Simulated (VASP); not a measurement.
A convergence study with VASP on Li₃N (alpha): one setting is varied, all else stays as given below, so the limit is that of these other settings.

```
CELL_PARAMETERS angstrom
      1.82500    -3.16099     0.00000
      1.82500     3.16099     0.00000
      0.00000     0.00000     3.87000
ATOMIC_POSITIONS crystal
  Li 0.33333 0.66667 0.00000
  Li 0.66667 0.33333 0.00000
  Li 0.00000 0.00000 0.50000
  N  0.00000 0.00000 0.00000
```

The numbers are results of PBE GGA, VASP's PBE PAW potentials (set 64) (plane waves; VASP 6.6.1), not measurements. The tightest run used: 700 eV cut-off, 12×12×10 Monkhorst-Pack mesh, Gaussian smearing of 0.050 eV, potentials Li_sv N.

The settings run are 1×1×1 mesh; 2×2×2 mesh; 3×3×3 mesh; 4×4×4 mesh; 5×5×4 mesh; 6×6×5 mesh; 7×7×6 mesh; 8×8×7 mesh; 9×9×8 mesh; 10×10×9 mesh; 11×11×10 mesh; 12×12×10 mesh. From which on does the energy per atom stay within 0.002 eV/atom of the tightest run?

From 4×4×4 mesh on: it is off by 0.0007 there and by no more than 0.002 in any finer run, while 3×3×3 mesh is off by 0.0023.
```tsv
setting	E (eV/atom)	pressure (GPa)	irreducible k-points	difference judged (eV/atom)
1×1×1 mesh	-3.0387	1.83	1	0.8702
2×2×2 mesh	-3.9448	-1.01	2	0.0359
3×3×3 mesh	-3.9066	-0.94	6	0.0023
4×4×4 mesh	-3.9095	-0.77	12	0.0007
5×5×4 mesh	-3.9088	-0.78	10	0.0000
6×6×5 mesh	-3.9089	-0.77	36	0.0001
7×7×6 mesh	-3.9088	-0.77	24	0.0000
8×8×7 mesh	-3.9089	-0.77	80	0.0000
9×9×8 mesh	-3.9089	-0.77	48	0.0000
10×10×9 mesh	-3.9089	-0.77	150	0.0000
11×11×10 mesh	-3.9089	-0.77	80	0.0000
12×12×10 mesh	-3.9089	-0.77	210	0.0000
```

Left out are rungs that failed or repeat a setting and relaxations that didn't move; long series are thinned to 24 rows.

The compound is Li3N in the alpha structure. The cell was not relaxed at this level.
